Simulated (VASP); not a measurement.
# Ga in VASP: a series of runs, part 2 of 2

VASP 6.6.1. Earlier steps stand in the parts before.

### 4 Work function, PBE

Input file INCAR:

```
SYSTEM = Ga
PREC = Accurate
ENCUT = 520
EDIFF = 1E-6
ISMEAR = -1
SIGMA = 0.05
LREAL = .False.
LASPH = .True.
NELM = 100
ALGO = Fast
ISIF = 2
LWAVE = .False.
LCHARG = .False.
LDIPOL = .True.
IDIPOL = 3
DIPOL = 0.5 0.5 0.294
GGA = PE
EFIELD = 0
LVHAR = .True.
LVACPOTAV = .True.
```

Input file KPOINTS:

```
Automatic mesh
0
Gamma
  7 7 1
  0 0 0
```

Input file POSCAR:

```
Ga
1.0
    4.3304700000      0.0000000000      0.0000000000
   -2.1652300000      3.7503000000      0.0000000000
    0.0000000000      0.0000000000     23.8000000000
Ga
2
Direct
    0.3333300000      0.6666700000      0.2941200000
    0.6666700000      0.3333300000      0.2941200000
```

Potentials or basis: VASP PAW PBE potentials, release 64 (Ga_d).

On the command line:

```
cat potpaw_PBE.64/Ga_d/POTCAR > POTCAR
mpirun -np 1 vasp_std > vasp.out
```

OUTCAR:

```text
SYSTEM = Ga
   PREC = Accurate
   ENCUT = 520
   EDIFF = 1E-6
   ISMEAR = -1
   LREAL = .False.
   LASPH = .True.
   NELM = 100
   ISIF = 2
   GGA = PE

 ion  position               nearest neighbor table
   1  0.333  0.667  0.294-   2 2.50   2 2.50   2 2.50
   2  0.667  0.333  0.294-   1 2.50   1 2.50   1 2.50

  LATTYP: Found a hexagonal cell.
 ALAT       =     4.3304700000
 C/A-ratio  =     5.4959392399

  Lattice vectors:

 A1 = (   4.3304700000,   0.0000000000,   0.0000000000)
 A2 = (  -2.1652300000,   3.7503000000,   0.0000000000)
 A3 = (   0.0000000000,   0.0000000000,  23.8000000000)

Analysis of symmetry for initial positions (statically):
=====================================================================
 Subroutine PRICEL returns:
 Original cell was already a primitive cell.

 Routine SETGRP: Setting up the symmetry group for a
 hexagonal supercell.

 Subroutine GETGRP returns: Found  8 space group operations
 (whereof  4 operations were pure point group operations)
 out of a pool of 24 trial point group operations.

The static configuration has the point symmetry C_2v.
 The point group associated with its full space group is D_2h.

Analysis of symmetry for dynamics (positions and initial velocities):
=====================================================================
 Subroutine PRICEL returns:
 Original cell was already a primitive cell.

 Routine SETGRP: Setting up the symmetry group for a
 hexagonal supercell.

 Subroutine GETGRP returns: Found  8 space group operations
 (whereof  4 operations were pure point group operations)
 out of a pool of 24 trial point group operations.

The dynamic configuration has the point symmetry C_2v.
 The point group associated with its full space group is D_2h.

 Subroutine INISYM returns: Found  8 space group operations
 (whereof  4 operations are pure point group operations),
[... 106 lines left out ...]
     AMIX     =   0.40;   BMIX     =  1.00
     AMIX_MAG =   1.60;   BMIX_MAG =  1.00
  volume/ion in A,a.u.               =     193.26      1304.20
  Fermi-wavevector in a.u.,A,eV,Ry     =   0.665794  1.258168  6.031215  0.443282
  Thomas-Fermi vector in A             =   1.739898
   LORBIT       =      0    0 simple, 1 ext, 2 COOP (PROOUT), +10 PAW based schemes
   GGA     = PE    functional components
   LHFCALC =     F    Hartree Fock is set to
   AEXX    =    0.0000 exact exchange contribution
   IVDW    =     0    specifies the selected vdW correction
   LEPSILON=     F    determine dielectric tensor
   LRPA    =     F    only Hartree local field effects (RPA)
 non-spin polarized calculation
 RMM-DIIS sequential band-by-band and
  energy-cutoff  :      520.00
  volume of cell :      386.53
 maximum number of plane-waves:     10440
   NGX = 17   NGY = 17   NGZ = 89

 number of electron      26.0000003 magnetization

 dipolmoment           0.000000      0.000000      0.000002 electrons x Angstroem

 Free energy of the ion-electron system (eV)
  ---------------------------------------------------
  ext. energy  EPLUGINS =         0.00000000
  ---------------------------------------------------
  free energy    TOTEN  =        -4.56658397 eV

  energy without entropy =       -4.55013744  energy(sigma->0) =       -4.55836070

 E-fermi :  -3.3739     XC(G=0):  -1.7942

 val. band max:       -3.4558878265   @ k =   0.2857   0.0000   0.0000
 cond. band min:      -3.3456437644   @ k =  -0.1429   0.2857   0.0000
 fundamental gap:      0.1102440621
 Fermi energy:        -3.3739340950

 k-point     1 :       0.0000    0.0000    0.0000
  band No.  band energies     occupation
      1     -18.2330      2.00000
      2     -18.1102      2.00000
      3     -18.1102      2.00000
      4     -18.0604      2.00000
      5     -18.0604      2.00000
      6     -17.8985      2.00000
[... 297 lines left out ...]
      4     -18.1454      2.00000
      5     -18.0339      2.00000
      6     -17.9858      2.00000
[... 9 lines left out ...]
     16       2.1539      0.00000
     17       2.7849      0.00000

------------------------ aborting loop because EDIFF is reached ----------------------------------------

  FORCE on cell =-STRESS in cart. coord.  units (eV):
  Direction    XX          YY          ZZ          XY          YZ          ZX
  --------------------------------------------------------------------------------------
  -------------------------------------------------------------------------------------
  Total       -0.0433674     -0.0430255     -0.0000279      0.0002960      0.0000000      0.0000000
  in kB       -0.1797610     -0.1783442     -0.0001157      0.0012270      0.0000000      0.0000000
  external PRESSURE =      -0.1194070 kB  Pullay stress =       0.0000000 kB

 VOLUME and BASIS-vectors are now :
 -----------------------------------------------------------------------------
  energy-cutoff  :      520.00
  volume of cell :      386.53
      direct lattice vectors                 reciprocal lattice vectors
     4.330470000  0.000000000  0.000000000     0.230921817  0.133322360  0.000000000
    -2.165230000  3.750300000  0.000000000     0.000000000  0.266645335  0.000000000
     0.000000000  0.000000000 23.800000000     0.000000000  0.000000000  0.042016807

 POSITION                                       TOTAL-FORCE (eV/Angst)
 -----------------------------------------------------------------------------------
     -0.00002      2.50021      7.00006         0.000174     -0.000100      0.000000
      2.16526      1.25009      7.00006        -0.000174      0.000100      0.000000
 -----------------------------------------------------------------------------------
    total drift:                               -0.000000     -0.000000      0.000234

  FREE ENERGIE OF THE ION-ELECTRON SYSTEM (eV)
  ---------------------------------------------------
  free  energy   TOTEN  =        -4.5665839740 eV

  energy  without entropy=       -4.5501374351  energy(sigma->0) =       -4.55836070

 vacuum level on the upper side and lower side of the slab         0.956         0.956
```

OSZICAR:

```text
N       E                     dE             d eps       ncg     rms          rms(c)
DAV:   1     0.112240072713E+03    0.11224E+03   -0.11390E+04   656   0.121E+03
DAV:   2     0.175241332957E+01   -0.11049E+03   -0.10904E+03   705   0.241E+02
DAV:   3    -0.461166801437E+01   -0.63641E+01   -0.63214E+01   698   0.709E+01
[... 12 lines left out ...]
RMM:  16    -0.456655983265E+01   -0.51767E-04   -0.78827E-06   458   0.170E-02    0.107E-03
RMM:  17    -0.456657863868E+01   -0.18806E-04   -0.19672E-06   448   0.122E-02    0.358E-04
RMM:  18    -0.456658104623E+01   -0.24075E-05   -0.26710E-07   410   0.551E-03    0.198E-04
RMM:  19    -0.456658382309E+01   -0.27769E-05   -0.28623E-07   407   0.416E-03    0.772E-05
RMM:  20    -0.456658397395E+01   -0.15087E-06   -0.51270E-08   332   0.305E-03
   1 F= -.45665840E+01 E0= -.45583607E+01  d E =-.164465E-01
```

Run time: 66 s. Hardware: 1 thread of Intel Xeon 6975P-C (Granite Rapids), shared host; peak memory 0.44 GiB.

Results:

```yaml
Free_energy: -4.5666 eV
Band_gap_on_the_k_mesh: none (metal or under the smearing width)
Work_function_of_the_upper_face: 4.33 eV
Work_function_of_the_lower_face: 4.33 eV
```

Levels at points of the mesh, in eV from the Fermi level:
| k point | band 11 | band 12 | band 13 | band 14 | band 15 | band 16 |
| --- | --- | --- | --- | --- | --- | --- |
| (0.00, 0.00, 0.00) | -8.18 | -0.90 | 1.28 | 1.28 | 1.63 | 3.43 |
